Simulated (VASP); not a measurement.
# A VASP 6.6.1 single-point calculation on RbBr

INCAR

```
LASPH = .TRUE.
PREC = Accurate
NELECT = 15.98
NSW = 0
GGA = PE
NELM = 51
EDIFF = 1E-7
SIGMA = 0.02
LWAVE = .FALSE.
NBANDS = 15
ISMEAR = -1
IBRION = -1
ISIF = 2
LREAL = .FALSE.
LCHARG = .FALSE.
ENCUT = 520
```

KPOINTS

```
KPOINTS created by Atomic Simulation Environment
0
Gamma
6 6 6
0 0 0
```

POSCAR

```
Rb Br
 1.0000000000000000
     4.0961415907000003    0.0000000000000000    0.0000000000000000
     0.0000000000000000    4.0961415907000003    0.0000000000000000
     0.0000000000000000    0.0000000000000000    4.1403347241999997
 Rb  Br
   1   1
Cartesian
  0.0000000000000000  0.0000000000000000  0.0000000000000000
  2.0480707953500001  2.0480707953500001  2.0701673620999994
```

The recommended PBE PAW datasets give the neutral cell 16 valence electrons.

Command

```
mpirun -np 1 vasp_std
```

OSZICAR

```
N       E                     dE             d eps       ncg     rms          rms(c)
DAV:   1     0.797008414882E+02    0.79701E+02   -0.63591E+03  1200   0.867E+02
DAV:   2    -0.117024359886E+01   -0.80871E+02   -0.75634E+02  1698   0.165E+02
DAV:   3    -0.606092380566E+01   -0.48907E+01   -0.48715E+01  1572   0.418E+01
DAV:   4    -0.619058206854E+01   -0.12966E+00   -0.12964E+00  1720   0.616E+00
DAV:   5    -0.619143645286E+01   -0.85438E-03   -0.85437E-03  1636   0.508E-01    0.262E+00
DAV:   6    -0.600726496564E+01    0.18417E+00   -0.16222E-01  1501   0.222E+00    0.177E+00
DAV:   7    -0.597595027166E+01    0.31315E-01   -0.99448E-02  1543   0.180E+00    0.879E-01
DAV:   8    -0.597892297189E+01   -0.29727E-02   -0.12615E-02  1378   0.677E-01    0.133E-01
DAV:   9    -0.597875655957E+01    0.16641E-03   -0.52565E-04  1669   0.128E-01    0.612E-02
DAV:  10    -0.597887783492E+01   -0.12128E-03   -0.23701E-04  1270   0.983E-02    0.113E-02
DAV:  11    -0.597887922934E+01   -0.13944E-05   -0.83851E-06  1701   0.186E-02    0.570E-03
DAV:  12    -0.597888063861E+01   -0.14093E-05   -0.24259E-06  1333   0.119E-02    0.740E-04
DAV:  13    -0.597888071486E+01   -0.76247E-07   -0.96571E-08  1479   0.220E-03
   1 F= -.59788807E+01 E0= -.59784355E+01  d E =-.890402E-03
```

Standard output (part)

```
POSCAR found type information on POSCAR RbBr
 POSCAR found :  2 types and       2 ions
 LDA part: xc-table for (Slater+PW92), standard interpolation
 POSCAR, INCAR and KPOINTS ok, starting setup
 WAVECAR not read
 entering main loop
 the old and the new charge density differ
    0.262E+00
```

From OUTCAR

```
k-points           NKPTS =     40   k-points in BZ     NKDIM =     40   number of bands    NBANDS=     15

   NELECT =      15.9800    total number of electrons

   dimension x,y,z NGX =    30 NGY =   30 NGZ =   32
   dimension x,y,z NGXF=    60 NGYF=   60 NGZF=   64

  energy-cutoff  :      520.00
  volume of cell :       69.47
      direct lattice vectors                 reciprocal lattice vectors
     4.096141591  0.000000000  0.000000000     0.244132186  0.000000000  0.000000000
     0.000000000  4.096141591  0.000000000     0.000000000  0.244132186  0.000000000
     0.000000000  0.000000000  4.140334724     0.000000000  0.000000000  0.241526366

 k-points in reciprocal lattice and weights: KPOINTS created by Atomic Simulation Env
   0.00000000  0.00000000  0.00000000       0.005
   0.16666667  0.00000000  0.00000000       0.019
   0.33333333  0.00000000  0.00000000       0.019
   0.50000000  0.00000000  0.00000000       0.009
   0.16666667  0.16666667  0.00000000       0.019
   0.33333333  0.16666667  0.00000000       0.037
   0.50000000  0.16666667  0.00000000       0.019
   0.33333333  0.33333333  0.00000000       0.019
   ...

 E-fermi :  -0.6293

 k-point     1 :       0.0000    0.0000    0.0000
  band No.  band energies     occupation
      1     -25.6787      2.00000
      2     -13.2755      2.00000
      3      -9.6672      2.00000
      4      -9.6577      2.00000
      5      -9.6577      2.00000
      6      -0.8189      1.99985
      7      -0.7697      1.99822
      8      -0.7697      1.99822
      9       3.5171      0.00000
     10       4.9505      0.00000
     11       4.9889      0.00000
     12       9.3308      0.00000
     13       9.3308      0.00000
     14       9.4225      0.00000
     15      12.0150      0.00000

 k-point     2 :       0.1667    0.0000    0.0000
  band No.  band energies     occupation
      1     -25.6731      2.00000
      2     -13.2727      2.00000
      3      -9.6986      2.00000
      4      -9.6543      2.00000
      5      -9.6452      2.00000
      6      -1.2808      2.00000
      7      -0.8385      1.99994
      8      -0.7866      1.99923
      9       4.1761      0.00000
     10       5.1738      0.00000
     11       5.5969      0.00000
     12       9.1941      0.00000
     13       9.2735      0.00000
     14       9.4893      0.00000
     15      10.8298      0.00000

 k-point     3 :       0.3333    0.0000    0.0000
  band No.  band energies     occupation
      1     -25.6619      2.00000
      2     -13.2694      2.00000
      3      -9.7707      2.00000
      4      -9.6283      2.00000
      5      -9.6201      2.00000
      6      -2.0558      2.00000
      7      -0.8796      1.99999
      8      -0.8224      1.99987
      9       5.5122      0.00000
     10       5.7719      0.00000
     11       6.8207      0.00000
     12       9.0581      0.00000
     13       9.1232      0.00000
     14       9.1732      0.00000
     15       9.8840      0.00000

 ...

  Total        0.3894638      0.3894638      0.2852968      0.0000000      0.0000000     -0.0000000
  in kB        8.9823977      8.9823977      6.5799425      0.0000000      0.0000000     -0.0000000
  external PRESSURE =       8.1815793 kB  Pullay stress =       0.0000000 kB

 POSITION                                       TOTAL-FORCE (eV/Angst)
 -----------------------------------------------------------------------------------
      0.00000      0.00000      0.00000         0.000000      0.000000      0.000000
      2.04807      2.04807      2.07017         0.000000      0.000000      0.000000
 -----------------------------------------------------------------------------------
    total drift:                                0.000000      0.000000      0.000000

  FREE ENERGIE OF THE ION-ELECTRON SYSTEM (eV)
  ---------------------------------------------------
  free  energy   TOTEN  =        -5.9788807149 eV

  energy  without entropy=       -5.9779903133  energy(sigma->0) =       -5.97843551
```

It converged. Results: pressure 0.8 GPa.

The cell is charged and sits in a uniform background.

For comparison, a separate PBE run of the intended cell, on usual settings and not on those above, gives a gap of 4.10 eV on its mesh and a pressure of 1.0 GPa.

The run above took about 13 s on one core of a shared host (Intel Xeon 6975P-C) and held 0.19 GiB at most.
